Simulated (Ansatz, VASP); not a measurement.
**Bi: VASP beside Ansatz**

File INCAR:

```
SYSTEM = Bi
  PREC = Accurate
  ENCUT = 520
  EDIFF = 1E-7
  ISMEAR = -1
  SIGMA = 0.05
  LREAL = .False.
  LASPH = .True.
  NELM = 80
  ALGO = Normal
  ISIF = 2
  LWAVE = .False.
  LCHARG = .False.
  GGA = PE
  NBANDS = 22
```

Contents of KPOINTS:

```
regular mesh
0
Gamma
  6 6 9
  0 0 0
```

POSCAR

```
Bi
1.0
    3.4414490040     -3.0902406750      0.0000000000
    3.4414490040      3.0902406750      0.0000000000
   -1.2432027094      0.0000000000      3.0714698416
Bi
2
Direct
    0.7530610000      0.7530610000      0.8573820000
    0.2469390000      0.2469390000      0.1426180000
```

The input input.yaml:

```yaml
crystal:
  lattice:
    - [3.441449004, -3.090240675, 0.0]
    - [3.441449004, 3.090240675, 0.0]
    - [-1.2432027094, 0.0, 3.0714698416]
  atoms:
    - { symbol: Bi, position: [0.753061, 0.753061, 0.857382] }
    - { symbol: Bi, position: [0.246939, 0.246939, 0.142618] }
hamiltonian:
  xc: pbe
  pseudopotentials: { kind: paw }
kpoints:
  mp_grid: { grid: [6, 6, 9] }
scf:
  occupations: { method: fermi_dirac, width: 0.05 }
output:
  forces: true
  stress: true
  eigenvalues: true
```

Change from the starting cell: volume scaled by 0.96.

Alike in both runs: task single point; functional PBE; k mesh 6 × 6 × 9; occupations fermi-dirac, width 0.05 eV; no spin polarisation.

|  | VASP | Ansatz |
| --- | --- | --- |
| version | VASP 6.6.1 | Ansatz 0.2.0 |
| potentials or method | VASP PAW PBE potentials, release 64 (Bi_d) | Ansatz PAW |
| plane-wave cutoff (eV) | 520 | 420 |
| valence electrons in the cell | 30 | 30 |

VASP gave:

- gap on the k mesh at the Fermi level (eV): none
- pressure (GPa): 2.1
- largest component of the traceless stress (GPa): 0.77
- rms of the force components (eV/Å): 0.014

Which values does Ansatz return?

gap on the k mesh at the Fermi level (eV): none; pressure (GPa): 2.2; largest component of the traceless stress (GPa): 0.77; rms of the force components (eV/Å): 0.013.

Atom by atom the forces differ by 0.001 eV/Å (rms over components). A gap of «none» marks a metal or a gap that the smearing closes. With one functional, cell and mesh, what is left measures potentials, basis and numerics.

Caveats: spin-orbit coupling is left out, which moves the levels of the heavy elements.
